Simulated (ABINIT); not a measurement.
BaTiO3:

```
Ba Ti O
1.0
     3.99980    0.00000    0.00000
     0.00000    3.99980    0.00000
     0.00000    0.00000    4.01800
Ba Ti O
1 1 3
Direct
  0.00000 0.00000 0.00000
  0.50000 0.50000 0.49000
  0.00000 0.50000 0.51700
  0.50000 0.00000 0.51700
  0.50000 0.50000 0.01900
```

Base run:

```yaml
Program: ABINIT 10.8.3 (patched build)
Functional: LDA
Potentials_or_basis: PseudoDojo NC SR LDA v0.4.1 standard
Cutoff: 952 eV
k_mesh: 5 × 5 × 5
Occupations: fermi-dirac, width 0.05 eV
Spin: no spin polarisation
```

Its results: band gap on the k mesh 1.90 eV, indirect (least direct gap 2.02 eV); largest force 0.430 eV/Å.

Task: The run is repeated on the same cell with these changes: functional from LDA to PBE; potentials or basis from PseudoDojo NC SR LDA v0.4.1 standard to PseudoDojo NC SR PBE v0.4.1 standard. What comes out?

Result: Band gap on the k mesh 1.98 eV, indirect (least direct gap 2.11 eV); largest force 0.329 eV/Å.

Caveats: this release of the barium file is off; spin-orbit coupling is left out, which moves the levels of the heavy elements; an odd mesh through Γ misses points on the zone boundary, where band edges often lie.
